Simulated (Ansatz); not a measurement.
**CaO (Fm-3m): volume and gaps against pressure**

```yaml
crystal:
  lattice:
    - [2.35395, 2.35395, 0.00000]
    - [-2.35395, 2.35395, 0.00000]
    - [0.00000, 2.35395, 2.35395]
  atoms:
    - { symbol: Ca, position: [0.00000, 0.00000, 0.00000] }
    - { symbol: O, position: [0.50000, 0.50000, 0.00000] }
```

This is the zero-pressure cell under LDA. Cell and atoms are relaxed by PAW (default files of Ansatz 0.2.0, cutoff 420 eV, stress met within about 0.05 GPa) at each pressure, in this structure whether or not another phase would take over; P is the pressure reached, less that of this cell. Levels come from LDA, all-electron LAPW in Ansatz 0.2.0, scalar-relativistic; k mesh 8×8×8, fixed occupations, basis error target 0.5 meV/atom. Conduction levels are in eV over the valence top (at Γ), at fixed fractional wave vectors. Zone-centre phonons come from finite displacements by PAW, without the LO-TO term.

| P (GPa) | V/V₀ | X | Γ | L | T1u TO (cm⁻¹) |
| --- | --- | --- | --- | --- | --- |
| -1.99 | 1.0161 | 3.457 | 4.951 | 7.183 | 278.6 |
| 0.00 | 1.0000 | 3.445 | 5.089 | 7.258 | 290.4 |
| 2.00 | ? | ? | ? | ? | ? |
| 4.00 | 0.9713 | 3.421 | 5.348 | 7.394 | 311.8 |
| 7.00 | 0.9524 | 3.402 | 5.528 | 7.487 | 326.1 |
| 10.00 | 0.9352 | 3.382 | 5.698 | 7.573 | 339.5 |
| 15.00 | 0.9097 | 3.348 | 5.963 | 7.704 | 359.6 |

Task: Fit the third-order Birch-Murnaghan equation to the rows shown.

Result: With f = [(V₀/V)^(2/3) − 1]/2, the normalised pressure F = P/[3f(1 + 2f)^(5/2)] is 128.4 GPa at f = -0.0053, 129.5 GPa at f = 0.0098, 130.1 GPa at f = 0.0165, 130.6 GPa at f = 0.0228, 131.2 GPa at f = 0.0326. The line F = B₀[1 + (3/2)(B′ − 4)f] gives B₀ = 128.8 GPa and B′ = 4.4.

Task: What are the volume deformation potentials and pressure coefficients of these levels at zero pressure?

Result: 

```
level  dE/dlnV (eV)  dE/dP = −(dE/dlnV)/B₀ (meV/GPa)  mean slope up to 4.0 GPa (meV/GPa)
    X          0.76                             -5.9                                -6.1
    Γ         -8.73                             67.8                                64.7
    L         -4.68                             36.4                                34.2
```

dE/dlnV is the slope of a cubic fit in ln V at V₀. The last column is read from two rows and shows how the slope bends with pressure.

Task: What mode Grüneisen parameters follow?

Result: γ = −d ln ω/d ln V at V₀ from a quadratic fit in ln V: T1u 2.52.

Task: What belongs in the row at 2.00 GPa?

Result: The fits give V/V₀ = 0.9851 and X = 3.433 eV. Computed: V/V₀ = 0.9851, X = 3.433, Γ = 5.222, L = 7.328, T1u TO (cm⁻¹) = 301.4.

Known limits: no other phase was computed; many crystals of this kind change structure within this range, and rows or crossings beyond such a change describe a metastable lattice; the frozen-core PAW files of the relaxations were fitted under PBE, their cores solved anew for this functional; semilocal gaps are low, and the spacing of valleys can be off by tenths of an eV; levels are read at fixed fractional k, so an edge that moves off these points is missed.
